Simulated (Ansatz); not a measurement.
**CdSe (F-43m): dielectric-dependent hybrid calculation**

All numbers are computed with Ansatz 0.2.0, driven from Python. The levels of theory stand in the script.

### 1 The system

Symmetry: F-43m, No. 216, cubic system. Conventional cell: a = 6.141 Å, b = 6.141 Å, c = 6.141 Å, α = 90.00°, β = 90.00°, γ = 90.00°. Cd (site symmetry -43m) has 4 Se at 2.66 Å as nearest neighbours. Se (site symmetry -43m) has 4 Cd at 2.66 Å as nearest neighbours.

The script holds or builds the structure itself.

### 2 Script

The input, ddh_cdse.py:

```python
# -*- coding: utf-8 -*-
"""A hybrid whose exact exchange is one over the dielectric constant of CdSe."""

import ansatz as az
import numpy as np

CUTOFF_EV = 510
FILLING = "fixed"


def count_gap(report):
    # lowest empty less highest filled band, counting bands; zero where they overlap
    return max(report.get("gap_by_band_count_ev") or 0.0, 0.0)


def main():
    vectors = np.array([
        [0.0, 3.07027, 3.07027],
        [3.07027, 0.0, 3.07027],
        [3.07027, 3.07027, 0.0],
    ])
    xtal = (
        az.Lattice.of(vectors)
        .atom("Cd", (0.0, 0.0, 0.0))
        .atom("Se", (0.75, 0.75, 0.75))
    )

    calculation = xtal.calculation().basis(CUTOFF_EV).kpoints(4).occupations(FILLING).band_table()
    semilocal = calculation.functional("pbesol").run(threads=1).report
    hybrid = calculation.functional(exchange="pbesol", correlation="pbesol", exact_fraction="inverse_dielectric").run(threads=1).report
    alpha = hybrid["hybrid"]["exact_exchange_fraction"]
    print(f"fraction of exact exchange {alpha:.4f}, so eps_inf = {1 / alpha:.2f} on this mesh")
    print(f"gap by band count: {count_gap(semilocal):.3f} eV semilocal, {count_gap(hybrid):.3f} eV hybrid")


if __name__ == "__main__":
    main()
```

### 3 The input behind the calls

The engine receives this input (first run):

```yaml
crystal:
  lattice:
    - [0.0, 3.07027, 3.07027]
    - [3.07027, 0.0, 3.07027]
    - [3.07027, 3.07027, 0.0]
  atoms:
    - { symbol: Cd, position: [0.0, 0.0, 0.0] }
    - { symbol: Se, position: [0.75, 0.75, 0.75] }
basis:
  ecutwfc: 510.0
kpoints:
  mp_grid:
    grid: [4, 4, 4]
hamiltonian:
  xc: pbesol
scf:
  occupations:
    method: fixed
output:
  eigenvalues: true
```

### 4 Launch

Launch:

```bash
$ python ddh_cdse.py
```

What time and memory should one allow on 1 thread of Arm Neoverse V2, shared host?

About 46 s, with a peak of 1.2 GiB.
